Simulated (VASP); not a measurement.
**WC: single point with PBEsol**

WC:

```
W C
1.0
     0.00000    2.19268    2.19268
     2.19268    0.00000    2.19268
     2.19268    2.19268    0.00000
W C
1 1
Direct
  0.99430 0.99430 0.00570
  0.50000 0.50000 0.50000
```

Measurements of this composition are mostly on another form, of space group No. 187.

The cell isn't the ideal one: all W atoms moved +0.025 Å, as atom 1 towards its neighbour atom 2 (C) at 2.193 Å.

```
Program                : VASP 6.6.1
Task                   : single point
Functional             : PBEsol
Potentials or basis    : VASP PAW PBE potentials, release 64 (W_sv, C)
Cutoff                 : 520 eV
k mesh                 : 18 × 18 × 18
Occupations            : gaussian, width 0.15 eV
Spin                   : no spin polarisation
Dipole correction      : no
Further INCAR settings : ALGO = Fast; EDIFF = 1e-07; NBANDS = 16
```

- Pressure: -9.0 GPa
- Largest force: 0.151 eV/Å
- Band gap on the k mesh: none (metal or under the smearing width)

Forces in eV/Å, atoms in the order of the input:
```
W    0.000  0.000  0.151
C    0.000  0.000 -0.151
```

Stress tensor (GPa, compression positive):
```
-9.13  0.00  0.00
 0.00 -9.13  0.00
 0.00  0.00 -8.78
```

Levels at points of the mesh, in eV from the Fermi level:
| k point | band 6 | band 7 | band 8 | band 9 | band 10 | band 11 | band 12 | band 13 |
| --- | --- | --- | --- | --- | --- | --- | --- | --- |
| (0.00, 0.00, 0.00) | -2.76 | -2.76 | -2.74 | -1.24 | -0.99 | -0.99 | -0.96 | -0.72 |
| (0.50, 0.00, 0.00) | -9.79 | -6.56 | -6.56 | 1.06 | 1.06 | 2.35 | 4.91 | 8.82 |
| (0.50, 0.50, 0.00) | -5.77 | -5.57 | -2.46 | -2.46 | 0.86 | 2.29 | 2.29 | 5.41 |
| (0.00, 0.50, 0.50) | -5.78 | -5.57 | -2.46 | -2.45 | 0.87 | 2.29 | 2.29 | 5.43 |

Run time: 73 s on 1 thread of Intel(R) Xeon(R) Platinum 8559C (Emerald Rapids) (shared host), peak memory 0.27 GiB.

Caveat: the PAW data sets were made with another functional, which shifts forces and pressure a little. Spin-orbit coupling is left out, which matters for the levels of W.
